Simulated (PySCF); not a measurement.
Run record: excited-state job, `C=CCC` (1-butene).

Method: TDDFT CAM-B3LYP/def2-SVPD, vertical, gas phase, core orbitals frozen in the response (PySCF 2.14.0, density-fitted response routines). Geometry: GFN2-xTB. A driver script takes a list of jobs; this job's settings line and coordinates (Å) are shown.

Input:
```
{"job": {"kind": "uv", "xc": "CAM-B3LYP", "basis": "def2-SVPD", "nstates": 8, "ntriplets": 3}, "charge": 0, "multiplicity": 1}
C      1.877291     0.301142     0.568749
C      0.671244     0.681351     0.193050
C     -0.250472    -0.137422    -0.653272
C     -1.539773    -0.467891     0.098188
H      2.288847    -0.648966     0.268106
H      2.508183     0.919829     1.184254
H      0.277553     1.638959     0.510112
H     -0.500604     0.424775    -1.557786
H      0.247342    -1.061090    -0.953781
H     -1.316961    -1.042683     0.994276
H     -2.208424    -1.052737    -0.529277
H     -2.053027     0.444046     0.395484
```

Problem. Give the output.

Solution. 
```
coarse grid: 9304 points
cycle   1  E = -156.9558874608  dE =  3.110e-01  |g| = 2.627e-01  |ddm| = 4.893e+00
cycle   2  E = -156.9663184998  dE = -1.043e-02  |g| = 1.952e-01  |ddm| = 7.553e-01
cycle   3  E = -156.9763364125  dE = -1.002e-02  |g| = 1.772e-02  |ddm| = 2.957e-01
cycle   4  E = -156.9764369651  dE = -1.006e-04  |g| = 4.653e-03  |ddm| = 5.453e-02
cycle   5  E = -156.9764422058  dE = -5.241e-06  |g| = 1.416e-03  |ddm| = 1.194e-02
final grid: 87808 points
cycle   6  E = -157.0105379786  dE = -2.543e-05  |g| = 3.484e-03  |ddm| = 6.901e-02
cycle   7  E = -157.0105388371  dE = -8.585e-07  |g| = 3.035e-03  |ddm| = 1.193e-02
cycle   8  E = -157.0105411631  dE = -2.326e-06  |g| = 1.217e-04  |ddm| = 4.178e-03
cycle   9  E = -157.0105411662  dE = -3.133e-09  |g| = 7.719e-05  |ddm| = 4.868e-04
cycle  10  E = -157.0105411678  dE = -1.597e-09  |g| = 1.075e-05  |ddm| = 1.720e-04
cycle  11  E = -157.0105411678  dE = -3.445e-11  |g| = 4.866e-06  |ddm| = 3.008e-05
converged SCF energy = -157.0105411678

Static polarisability (au): isotropic 50.797, principal 42.645 45.835 63.910

Singlet excitations
state   eV       nm        f      main configurations
  1   7.3555    168.6   0.07061   H->L+1 0.43, H->L 0.39
  2   7.5318    164.6   0.41523   H->L 0.51, H->L+1 0.45
  3   7.9155    156.6   0.00138   H->L+2 0.55, H->L+3 0.30, H->L+4 0.10
  4   8.1595    152.0   0.00120   H-1->L 0.58, H-1->L+1 0.27
  5   8.1808    151.6   0.01287   H->L+3 0.51, H->L+2 0.25
  6   8.6772    142.9   0.02555   H->L+4 0.82, H->L+2 0.09
  7   8.9220    139.0   0.00266   H-2->L 0.67, H-2->L+1 0.14
  8   9.4155    131.7   0.00369   H->L+5 0.48, H-1->L+1 0.21, H-1->L 0.13

Triplet excitations (Tamm-Dancoff, eV): 4.5122 7.2202 7.6687
```

The SCF starts on a coarse grid where the log names one; the energy can jump when the final grid takes over, and dE then counts from the start density on the new grid. H and L stand for HOMO and LUMO; the number after each pair is its weight.

Problem. How does the lowest singlet excitation compare with the HOMO–LUMO gap?

Solution. HOMO -8.78 eV and LUMO 1.40 eV give a gap of 10.18 eV; S1 at 7.36 eV lies 2.82 eV below it.

Problem. Give the mean polarisability as a volume in Å³, and the ratio of the largest to the smallest principal value.

Solution. 50.797 au × 0.148185 = 7.53 Å³; 63.910/42.645 = 1.50.

Summary of the converged run: HOMO -8.78 eV, LUMO 1.40 eV; lowest singlet 7.36 eV; lowest triplet 4.51 eV (Tamm–Dancoff); mean polarisability 50.8 au.

Problem. How long does this job take on one thread, Arm Neoverse V1 (shared host)?

Solution. About 13 s.

One conformer stands for the species.
Labels such as C1 count atoms from 1, the log's own numbers from 0.
